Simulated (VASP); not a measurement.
Input of a VASP 6.6.1 run:

INCAR

```
ALGO = Normal
EDIFF = 1E-6
ENCUT = 900
GGA = PS
ISIF = 2
ISMEAR = 0
LASPH = True
LCHARG = True
LELF = True
LREAL = False
LVHAR = True
LWAVE = False
NBANDS = 17
NELM = 60
PREC = Accurate
SIGMA = 0.02
```

File KPOINTS:

```
k-points
0
Gamma
  10 10 10
```

Contents of POSCAR:

```
SnSe
1.0
    0.0000000000      2.9758100000      2.9758100000
    2.9758100000      0.0000000000      2.9758100000
    2.9758100000      2.9758100000      0.0000000000
Sn Se
1 1
Direct
    0.0000000000      0.0000000000      0.0000000000
    0.5000000000      0.5000000000      0.5000000000
```

Potentials or basis: VASP PAW PBE potentials, release 64 (Sn_d, Se).

Launch:

```sh
$ cat potpaw_PBE.64/Sn_d/POTCAR potpaw_PBE.64/Se/POTCAR > POTCAR
$ mpirun -np 1 vasp_std > vasp.out
```

(1) What does it give for the band gap on the k mesh?

(2) Estimate the pressure.

Results:

(1) 0.48 eV, indirect (least direct gap 0.58 eV).

(2) 0.0 GPa.

Caveat: the PAW data sets were made with another functional, which shifts forces and pressure a little; spin-orbit coupling is left out, which moves the levels of the heavy elements.
